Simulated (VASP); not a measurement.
# TiAl, self-consistent run: which settings are enough?

TiAl, Pm-3m (no. 221), 2 atoms in the cell. LDA; PAW potentials Ti_sv, Al (LDA set). VASP 6.6.1.

Wanted: energy within 0.2 meV/atom; Fermi level within 0.005 eV.

What the run is for: comparing ways to start; Accuracy asked: tight.

POSCAR:
```
TiAl
1.0
    3.1790640000      0.0000000000      0.0000000000
    0.0000000000      3.1790640000      0.0000000000
    0.0000000000      0.0000000000      3.1790640000
Ti Al
1 1
Direct
    0.0000000000      0.0000000000      0.0000000000
    0.5000000000      0.5000000000      0.5000000000
```

## How the run starts (with a second run first, the time holds both)

| How the run starts (with a second run first, the time holds both) | Energy less reference (meV/atom) | Fermi level (eV) | Time (s) |
|---|---|---|---|
| from scratch: 12 SCF iterations | 0.00 | 8.5278 | 7.4 |
| orbitals of a nearby geometry (ISTART 1): 12 + 9 SCF iterations | 0.00 | 8.5281 | 22 |
| orbitals and density of a nearby geometry: 12 + 13 SCF iterations | 0.00 | 8.5278 | 27 |
| density of a nearby geometry (ICHARG 1): 12 + 15 SCF iterations | 0.00 | 8.5278 | 26 |
| orbitals in the old basis (ISTART 2), symmetry off: 12 + 10 SCF iterations | 0.40 | 8.5279 | 123 |

Chosen: from scratch: 12 SCF iterations; no other choice that stays within half of the tolerance saves 30 % of the time.

The chosen settings are those of the reference run.

## The input

INCAR:
```
  ALGO = Normal
  EDIFF = 1E-6
  ENCUT = 400
  GGA = CA
  GGA_COMPAT = F
  ISIF = 2
  ISMEAR = 1
  LASPH = T
  LCHARG = F
  LREAL = F
  LWAVE = F
  NELM = 120
  PREC = Accurate
  SIGMA = 0.1
```

KPOINTS:
```
k-points
0
Gamma
  10 10 10
```

Commands:
```
cat potpaw_LDA.64/Ti_sv/POTCAR potpaw_LDA.64/Al/POTCAR > POTCAR
mpirun -np 1 vasp_std > vasp.out
```

The chosen input took VASP 6.6.1 7.4 s on 1 core (Intel Xeon Platinum 8375C @ 2.90GHz (Ice Lake)), a shared host.

## An input that fails: restart asked without its files

VASP's message: ERROR: charge density could not be read from file CHGCAR for ICHARG>10.

Changes against the starting input:
```
- NELM = 120
+ NELM = 60
+ ICHARG = 11
```
